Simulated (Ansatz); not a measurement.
# PbSe (Pm-3m) in Ansatz: relaxation of cell and atoms with HF

Aim: the relaxation of cell and atoms of PbSe with HF.

Everything below comes from runs of Ansatz 0.2.0. Logs are shortened: lines on timing, memory, paths and dates and some standing lists are left out, and cuts for length are marked.

### Step 1. Starting point

Symmetry: Pm-3m, No. 221, cubic system. The conventional cell has a = 3.784 Å, b = 3.784 Å, c = 3.784 Å, α = 90.00°, β = 90.00°, γ = 90.00°. Pb (site symmetry m-3m) is surrounded by 8 Se at 3.28 Å. Around Se (site symmetry m-3m) lie 8 Pb at 3.28 Å.

Measurements of this composition are mostly on another form, of space group No. 225.

### Step 2. Relaxation of cell and atoms, HF

The input, input.yaml:

```yaml
crystal:
  lattice:
    - [3.784322, 0.0, 0.0]
    - [0.0, 3.784322, 0.0]
    - [0.0, 0.0, 3.784322]
  atoms:
    - { symbol: Pb, position: [0.0, 0.0, 0.0] }
    - { symbol: Se, position: [0.5, 0.5, 0.5] }
hamiltonian:
  xc: hf
  pseudopotentials: { kind: paw }
kpoints:
  mp_grid: { grid: [4, 4, 4] }
scf:
  occupations: { method: fermi_dirac, width: 0.05 }
output:
  forces: true
  stress: true
  eigenvalues: true
relax:
  f_tol: 0.01
  max_steps: 40
  cell: { stress_tol: 0.05 }
```

Potentials or basis: Ansatz PAW.

Command:

```bash
> ansatz run input.yaml --threads 2 --pin off --max-ram 5632MiB --backend cpu --events-out ev --progress --plain --runs-dir out
```

Log:

```text
Warning: RAYON_NUM_THREADS=2 ignored (pool sized by the plan → 2); use --threads N
Engine: ansatz 0.2.0, aarch64-unknown-linux-gnu
Pseudopotentials: kind: paw
Pseudopotential: Pb, paw, valence charge 14, recommended cutoff 420 eV (normal), Pb.paw.azcp
Pseudopotential: Se, paw, valence charge 16, recommended cutoff 420 eV (normal), Se.paw.azcp
Functional definition: HF
  exchange = exact_x
  correlation = 0
Crystal: 2 atoms, lattice volume = 54.196 Å³
Basis set: ecut = 420 eV, 1021 PW (Γ)
Bands: 19, of which v1, the nominal top of the filled ones, is band 15 counted from 1 (14 counted from 0)
Symmetry: 48 space group operations
Space group: Pm-3m (ITA 221), of the structure as read, at distance tolerance 3.8e-5 Å
k-points: 10 of 64
Non-local potential: Pb, projectors of the file, l = 0: 2, l = 1: 2, l = 2: 2, l = 3: 2
Non-local potential: Se, projectors of the file, l = 0: 2, l = 1: 2, l = 2: 3, l = 3: 1
PAW form: soft (Blöchl's): semilocal exchange-correlation on the pseudo side does not see the compensation charge
PAW frozen core: Pb, regenerated for the run's functional, and the local potential with it (the file was generated under x = pbe(κ = 0.804, μ = 0.2195149727645171), c = pbe(β = 0.06672455060314922))
PAW frozen core: Se, regenerated for the run's functional, and the local potential with it (the file was generated under x = pbe(κ = 0.804, μ = 0.2195149727645171), c = pbe(β = 0.06672455060314922))
PAW one-centre angular grid: Pb, 590 points (default); XC on 64 Gauss nodes
PAW one-centre angular grid: Se, 590 points (default); XC on 64 Gauss nodes
Initial density: superposition of atomic densities (neutral atoms: chi_scale 0, normalization atom), corrected by the library's trained network
Initial wavefunctions: pseudopotential atomic-orbital guess
Functional: x = pbe(κ = 0.804, μ = 0.2195149727645171), c = none, warm-up for x = 0 pbe(κ = 0.804, μ = 0.2195149727645171) + 1 exact, c = none
SCF iter   1: F=—  HF=-17193.046398 eV  |F-HF|=—  |Δ(HF+E_count)|=         —  Δρ=7.72e-3  dr2=4.06e-2  ethr=1.77e-3  ⟨swp⟩=9.0  Hψ=788  notcnv=0
preconditioner: auto → Kerker (q_TF=auto, 2.472 Å⁻¹)  [metal: Δε(μ)=0.124 eV  Ē_g=15.380 eV  σ=0.050 eV  W_gap=0.47  n_scr=18 (ndim 8)  ℏωp=22.6 eV  f_vac=0.000  D(μ)=1.20/eV (n_scr^D=6)]
SCF iter   2: F=—  HF=-17193.035739 eV  |F-HF|=—  |Δ(HF+E_count)|=   1.07e-2  Δρ=4.26e-3  dr2=1.57e-2  ethr=1.35e-4  ⟨swp⟩=3.1  Hψ=395  notcnv=0  defer=4
iter 3 solved again at ethr=1.56e-6 eV; its pass at ethr=5.25e-5 eV (dr2=4.67e-4 eV) is discarded
SCF iter   3: F=—  HF=-17193.033135 eV  |F-HF|=—  |Δ(HF+E_count)|=   2.60e-3  Δρ=9.86e-4  dr2=4.70e-4  ethr=1.56e-6  ⟨swp⟩=3.3  Hψ=832  notcnv=0
SCF iter   4: F=—  HF=-17193.033257 eV  |F-HF|=—  |Δ(HF+E_count)|=   1.22e-4  Δρ=5.57e-4  dr2=1.29e-4  ethr=1.56e-6  ⟨swp⟩=3.4  Hψ=434  notcnv=0
SCF iter   5: F=—  HF=-17193.033379 eV  |F-HF|=—  |Δ(HF+E_count)|=   1.22e-4  Δρ=1.06e-4  dr2=6.71e-6  ethr=4.31e-7  ⟨swp⟩=3.9  Hψ=415  notcnv=0
SCF iter   6: F=—  HF=-17193.033390 eV  |F-HF|=—  |Δ(HF+E_count)|=   1.09e-5  Δρ=2.66e-5  dr2=5.27e-7  ethr=2.24e-8  ⟨swp⟩=4.2  Hψ=531  notcnv=0
SCF iter   7: F=—  HF=-17193.033390 eV  |F-HF|=—  |Δ(HF+E_count)|=   1.70e-7  Δρ=8.70e-6  dr2=2.81e-8  ethr=1.76e-9  ⟨swp⟩=4.0  Hψ=504  notcnv=0
SCF iter   8: F=—  HF=-17193.033390 eV  |F-HF|=—  |Δ(HF+E_count)|=   2.91e-8  Δρ=2.08e-6  dr2=1.66e-9  ethr=9.35e-11  ⟨swp⟩=4.1  Hψ=517  notcnv=0
SCF iter   9: F=—  HF=-17193.033390 eV  |F-HF|=—  |Δ(HF+E_count)|=   1.47e-9  Δρ=5.95e-7  dr2=1.70e-10  ethr=5.52e-12  ⟨swp⟩=4.0  Hψ=449  notcnv=0
SCF iter  10: F=—  HF=-17193.033390 eV  |F-HF|=—  |Δ(HF+E_count)|=  3.60e-10  Δρ=2.05e-7  dr2=2.51e-11  ethr=1.00e-12  ⟨swp⟩=3.4  Hψ=453  notcnv=0
SCF iter  11: F=-17193.033390 eV  HF=-17193.033390 eV  |F-HF|=0.00e0  |Δ(HF+E_count)|=  1.82e-11  Δρ=5.31e-8  dr2=1.99e-12  ethr=1.00e-12  ⟨swp⟩=2.1  Hψ=345  notcnv=0
SCF 1 converged in 11 iterations: F = -17193.033390 eV  dr2 = 1.99e-12
Initial density: handed on by an earlier stage of this run
Initial wavefunctions: those handed on with the density
Functional: x = 0 pbe(κ = 0.804, μ = 0.2195149727645171) + 1 exact, c = none
Frozen-core exchange: fock
iter 1 solved again at ethr=6.09e-4 eV; its pass at ethr=1.00e-1 eV (dr2=1.83e-1 eV) is discarded
SCF iter   1: F=—  HF=-17201.171865 eV  |F-HF|=—  |Δ(HF+E_count)|=         —  Δρ=1.68e-2  dr2=4.26e-1  ethr=6.09e-4  ⟨swp⟩=4.5  Hψ=1055  notcnv=0
[... 205 lines left out ...]
SCF iter   5: F=—  HF=-17201.670935 eV  |F-HF|=—  |Δ(HF+E_count)|=   1.34e-7  Δρ=5.03e-6  dr2=8.04e-9  ethr=1.21e-10  ⟨swp⟩=4.0  Hψ=572  notcnv=0  defer=1
SCF iter   6: F=—  HF=-17201.670935 eV  |F-HF|=—  |Δ(HF+E_count)|=   3.18e-9  Δρ=7.83e-7  dr2=2.30e-8  ethr=1.80e-11  ⟨swp⟩=3.2  Hψ=397  notcnv=0
SCF iter   7: F=—  HF=-17201.670935 eV  |F-HF|=—  |Δ(HF+E_count)|=   1.03e-7  Δρ=3.76e-6  dr2=1.32e-8  ethr=1.00e-12  ⟨swp⟩=4.9  Hψ=773  notcnv=0
SCF iter   8: F=-17201.670935 eV  HF=-17201.670935 eV  |F-HF|=1.09e-11  |Δ(HF+E_count)|=   8.67e-9  Δρ=1.71e-7  dr2=3.09e-9  ethr=1.00e-12  ⟨swp⟩=4.4  Hψ=537  notcnv=0
SCF 24 stopped early in 8 iterations: F = -17201.670935 eV  dr2 = 3.09e-9
hybrid outer 1: dexx = +2.323e-5 eV, tail = 2.07e-6 eV
Frozen-core exchange: fock
SCF iter   1: F=—  HF=-17201.670956 eV  |F-HF|=—  |Δ(HF+E_count)|=         —  Δρ=7.46e-6  dr2=5.01e-8  ethr=3.44e-8  ⟨swp⟩=8.8  Hψ=632  notcnv=0
preconditioner: auto → none  [insulator: Δε(μ)=4.593 eV  Ē_g=14.440 eV  σ=0.050 eV  W_gap=1.00  n_scr=18 (ndim 8)  ℏωp=13.6 eV  f_vac=0.000  D(μ)=0.00/eV (n_scr^D=0)]
SCF iter   2: F=—  HF=-17201.670956 eV  |F-HF|=—  |Δ(HF+E_count)|=   1.53e-8  Δρ=4.93e-6  dr2=1.29e-8  ethr=8.50e-11  ⟨swp⟩=4.1  Hψ=487  notcnv=0
Mixer restart at iter 2: flushing history
SCF iter   3: F=—  HF=-17201.670956 eV  |F-HF|=—  |Δ(HF+E_count)|=   2.61e-8  Δρ=2.07e-6  dr2=6.68e-9  ethr=3.83e-12  ⟨swp⟩=6.1  Hψ=769  notcnv=0  defer=3
SCF iter   4: F=-17201.670956 eV  HF=-17201.670956 eV  |F-HF|=8.48e-10  |Δ(HF+E_count)|=  4.37e-10  Δρ=9.59e-7  dr2=8.79e-10  ethr=3.83e-12  ⟨swp⟩=5.9  Hψ=615  notcnv=0  defer=3
SCF 25 stopped early in 4 iterations: F = -17201.670956 eV  dr2 = 8.79e-10
hybrid outer 2: dexx = +6.139e-8 eV, tail = 6.33e-9 eV, Δε = 3.68e-4 eV (about 3.09e-5 eV left of the loop's levels)
Frozen-core exchange: fock
SCF iter   1: F=—  HF=-17201.670956 eV  |F-HF|=—  |Δ(HF+E_count)|=         —  Δρ=4.46e-7  dr2=4.35e-10  ethr=1.06e-10  ⟨swp⟩=10.1  Hψ=648  notcnv=0
SCF iter   2: F=—  HF=-17201.670956 eV  |F-HF|=—  |Δ(HF+E_count)|=  8.37e-11  Δρ=3.49e-7  dr2=2.33e-10  ethr=1.00e-12  ⟨swp⟩=3.5  Hψ=387  notcnv=0
SCF iter   3: F=—  HF=-17201.670956 eV  |F-HF|=—  |Δ(HF+E_count)|=  1.56e-10  Δρ=2.57e-7  dr2=2.49e-10  ethr=1.00e-12  ⟨swp⟩=4.0  Hψ=507  notcnv=0
SCF iter   4: F=—  HF=-17201.670956 eV  |F-HF|=—  |Δ(HF+E_count)|=  8.00e-11  Δρ=1.40e-7  dr2=6.03e-11  ethr=1.00e-12  ⟨swp⟩=2.7  Hψ=354  notcnv=0
SCF iter   5: F=-17201.670956 eV  HF=-17201.670956 eV  |F-HF|=3.64e-12  |Δ(HF+E_count)|=  1.09e-11  Δρ=3.71e-8  dr2=3.35e-12  ethr=1.00e-12  ⟨swp⟩=3.0  Hψ=355  notcnv=0
SCF 26 converged in 5 iterations: F = -17201.670956 eV  dr2 = 3.35e-12
  Residual-converged pass: ⟨swp⟩=4.1  Hψ=573  notcnv=0  max |occ|·‖R‖ = 9.6e-9 eV (tolerance 1.0e-8 eV)  dr2=3.48e-12  dr2_onsite=4.56e-13  max |Δocc| = 0.0e0
hybrid outer 3: dexx = +2.636e-10 eV, tail = 1.11e-10 eV, Δε = 2.85e-5 eV (about 6.08e-6 eV left of the loop's levels)
relax step   5: F+E_penalty+E_count = -17201.67095559 eV  Δ(F+E_penalty+E_count) = -1.712e-3 eV  max|allowed force component| = 9.499e-30 eV/Å  Δτ_max = 0.0000 Å  P = +0.002 GPa  Ω = 59.769 Å³  stress off target by 2.24e-3 GPa  SCF on the basis re-selected at this cell (its energy is not comparable with the rows above)  (17 SCF iters)
basis re-selected at this cell: Δ(F+E_penalty+E_count) = -1.712e-3 eV, ΔP = -0.012 GPa vs the last step (what re-selecting the basis moved, of the pressure what is left beyond the Pulay correction that the steps carried, after the strain that the cell walked since its last selection, with what the two solves' SCF thresholds leave and, on support functions, any second-order correction that the steps lacked; it is no measure of the basis error at this ecutwfc). This SCF's stress stands 2.24e-3 GPa from its target on what of the cell is left free (relax.cell.stress_tol is 5.00e-2 GPa) and its largest allowed force component is 9.50e-30 eV/Å (relax.f_tol is 1.00e-2 eV/Å): within both
hybrid SCF converged: 3 outer / 17 inner (+0 warm-up), last move |dexx| = 2.64e-10 eV, tail = 1.11e-10 eV
Stability not checked: this state was not tested for a lower state beside it, because the functional holds exact exchange (a hybrid, or Hartree-Fock), whose exchange loop this test does not read (fock_operator; see scf.lower_state_search)
Free energy (F): -17201.670956 eV
Frozen-core exchange: fock
Harris-Foulkes:  -17201.670956 eV  (|F-HF|=3.64e-12)
Internal energy: -17201.670956 eV  (E = F + TS)
E sigma→0 (E₀):  -17201.670956 eV
Fermi energy:    8.656758 eV
--- Per-component energies (eV) ---
  E_band       = -723.750464
  E_kinetic    = 398.652901
  E_local      = -3479.371182  (includes V_loc(G=0)·N_el)
  E_nonlocal   = -258.026566
  E_hartree    = 1625.314434
  E_xc         = 0.000000
  E_vxc        = 0.000000  (∫ρ·V_xc dr)
  E_exx        = -448.716162  (= α·E_x^exact, valence–valence)
  E_paw        = -12014.065184  (= ΣΔE_a)
  E_vpaw       = 261.798245  (= ΣTr[D̂ρ^β])
  E_aug_tail   = -0.000433  (compensation charges beyond the density's cutoff)
  E_ewald      = -3023.170432
  E_core_change = -2.288332  (= ΣΔE_core)
  E_smearing   = -0.000000  (= −TS)
  E_closure    = -0.000001  (closes the sum)
  Σ components = -17201.670956   (vs F -17201.670956, Δ=0.00e0)
--- Forces (eV/Å), atoms counted from 1 ---
  atom   1  Pb    -0.00000000    -0.00000000     0.00000000
  atom   2  Se    -0.00000000    -0.00000000    -0.00000000
  max |Σ_I F_I| component: 1.89e-29 eV/Å
--- Stress (GPa, compression-positive) ---
        0.002240      -0.000000      -0.000000
        0.000000       0.002240      -0.000000
       -0.000000      -0.000000       0.002240
  P = ⅓ Tr σ = 0.0022 GPa (0.022 kbar)
--- Band table (eV; the first three rows and the last of 10) ---
  k-point 0: bands = ["-54.6293", "-54.6293", "-54.6293", "-54.6287", "-54.6287", "-17.6777", "-17.6777", "-17.5924", "-17.5924", "-17.5924", "-11.1042", "-2.2159", "4.5137", "4.5137", "4.5137", "17.6269", "17.6269", "18.6999", "18.6999"]
  k-point 1: bands = ["-54.6293", "-54.6291", "-54.6291", "-54.6290", "-54.6287", "-17.6748", "-17.6368", "-17.6094", "-17.6094", "-17.5904", "-10.5821", "-3.5129", "5.0107", "5.1608", "5.1608", "14.7627", "17.0696", "17.0696", "18.2569"]
  k-point 2: bands = ["-54.6293", "-54.6291", "-54.6288", "-54.6288", "-54.6287", "-17.6720", "-17.6270", "-17.6270", "-17.5965", "-17.5882", "-9.8529", "-4.9630", "5.9815", "5.9815", "6.2957", "11.7358", "15.4458", "15.4458", "19.4950"]
  k-point 9: bands = ["-54.6292", "-54.6292", "-54.6287", "-54.6287", "-54.6287", "-17.6655", "-17.6655", "-17.6655", "-17.5414", "-17.5414", "-8.7525", "-1.5749", "3.4418", "3.4418", "3.4418", "10.9440", "10.9440", "10.9440", "27.5598"]
--- Relaxed structure (4 steps of the walk, 4 accepted, 1 SCFs on fresh bases) ---
  F+E_penalty+E_count = -17201.67095559 eV   max|allowed force component| = 9.499e-30 eV/Å   (the final SCF, on the basis selected at the relaxed cell)
  cell:  # Å, volume = 59.7695 Å³
    - [3.909847239951159, -2.5679065925163143e-34, 1.348150961071065e-33]
    - [-2.5679065925163143e-34, 3.909847239951159, 0.0]
    - [1.348150961071065e-33, 0.0, 3.909847239951159]
  atoms:
    - { symbol: Pb, position: [-3.901745915640179e-34, 2.544616901503572e-35, 8.482056338352955e-36] }
    - { symbol: Se, position: [0.5, 0.5, 0.5] }
```

Wall time 70 s (2 threads of Arm Neoverse V1, shared host); peak memory 0.92 GiB.

What came out:

* Free energy: -17201.6710 eV
* Relaxed volume: 29.88 Å³/atom
* Relaxed cell: a = 3.910 Å, b = 3.910 Å, c = 3.910 Å, α = 90.00°, β = 90.00°, γ = 90.00°
* Space group after relaxing (to 0.05 Å): Pm-3m (No. 221)
* Energy gained by relaxing: 46.0 meV/atom
* Ionic steps: 5
* Pressure after relaxing: 0.0 GPa
* Band gap on the k mesh: 4.59 eV, indirect (least direct gap 5.44 eV)

The path:
| step | energy change (eV) | largest force (eV/Å) | volume (Å³) |
| --- | --- | --- | --- |
| 1 | 0.0000 | 0.0000 | 54.20 |
| 2 | -0.0796 | 0.0000 | 61.86 |
| 3 | -0.0899 | 0.0000 | 60.11 |
| 4 | -0.0902 | 0.0000 | 59.77 |
| 5 | -0.0919 | 0.0000 | 59.77 |

Final structure:
```
Pb Se
1.0
     3.90985    0.00000    0.00000
     0.00000    3.90985    0.00000
     0.00000    0.00000    3.90985
Pb Se
1 1
Direct
  0.00000 0.00000 0.00000
  0.50000 0.50000 0.50000
```

Caveat: the plane-wave basis is chosen anew once the cell has moved, so the energies of steps on either side of that aren't comparable; spin-orbit coupling is left out, which as a rule narrows the gap of such compounds by several tenths of an eV; the PAW data sets come from PBE, with cores solved anew for the run's functional, which leaves a small shift of forces and pressure.
